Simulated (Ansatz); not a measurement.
**Ta: the crystal squeezed far**

An exercise on one series of results from a longer session: the logs are not shown, and one member is left open.

Computed with Ansatz 0.2.0 (DFT PBE, with the methods named in each step, unless a step's input says otherwise).

## Starting point

It takes space group P6/mmm (No. 191, hexagonal). The conventional cell has a = 2.860 Å, b = 2.860 Å, c = 2.689 Å, α = 90.00°, β = 90.00°, γ = 120.00°. Around Ta (site symmetry 6/mmm) lie 8 Ta at 2.69 to 2.86 Å.

As a file:

```cif
data_structure
_symmetry_space_group_name_H-M 'P 1'
_symmetry_Int_Tables_number 1
_cell_length_a 2.8605
_cell_length_b 2.8605
_cell_length_c 2.6889
_cell_angle_alpha 90.000
_cell_angle_beta 90.000
_cell_angle_gamma 120.000
_cell_volume 19.05
loop_
_atom_site_label
_atom_site_type_symbol
_atom_site_fract_x
_atom_site_fract_y
_atom_site_fract_z
_atom_site_occupancy
Ta1 Ta 0.00000 0.00000 0.00000 1
```

Whether this phase is the stable one at these pressures isn't tested.

Set-up of the first run:

input.yaml reads:

```yaml
crystal:
  lattice:
    - [2.8604959875, 0.0, 0.0]
    - [-1.4302479937, 2.4772621926, 0.0]
    - [0.0, 0.0, 2.6888662283]
  atoms:
    - { symbol: Ta, position: [0.0, 0.0, 0.0] }
kpoints:
  mp_grid: { grid: [17, 17, 16] }
scf:
  occupations: { method: fermi_dirac, width: 0.05 }
hamiltonian:
  xc: pbe
  pseudopotentials: { kind: paw }
output:
  forces: true
  stress: true
  write_density: true
  write_potential: true
  elf: true
  volumetric_format: npy
relax:
  f_tol: 0.005
  max_steps: 40
  cell: {}
```

Run with:

```sh
ansatz run input.yaml --threads 1 --pin off --max-ram 2048MiB --backend cpu --events-out ev --progress --plain --runs-dir out
```

Among the steps run: Cell relaxed at zero pressure, PAW; Volume scaled by 1, PAW; Shape and atoms relaxed at 0.9 of the volume, PAW; Volume scaled by 0.9, PAW; Shape and atoms relaxed at 0.8 of the volume, PAW; Volume scaled by 0.8, PAW; Shape and atoms relaxed at 0.7 of the volume, PAW; Volume scaled by 0.7, PAW; Shape and atoms relaxed at 0.6 of the volume, PAW; Volume scaled by 0.6, PAW; Shape and atoms relaxed at 0.5 of the volume, PAW; Volume scaled by 0.5, PAW; Shape and atoms relaxed at 0.4 of the volume, PAW; Volume scaled by 0.4, PAW; Volume scaled by 0.4, PAW (source ansatz).

One of the session's tables, all rows but one given; the rest of the session is left out.

| method | volume over the first | volume (Å³/atom) | pressure (GPa) |
| --- | --- | --- | --- |
| PAW | 1 | 19.774 | 0.02 |
| PAW | 0.9 | 17.797 | 20.89 |
| PAW | 0.8 | 15.819 | 54.81 |
| PAW | 0.7 | 13.842 | 113.20 |
| PAW | 0.6 | 11.865 | 217.48 |
| PAW | 0.5 | 9.887 | 425.41 |
| PAW | 0.4 | 7.910 | 899.50 |
| PAW (source ansatz) | 0.4 | ? | ? |

Q: Estimate the row for PAW (source ansatz), 0.4 from the others.

**Answer.** volume (Å³/atom): 7.910; pressure (GPa): 887.05.
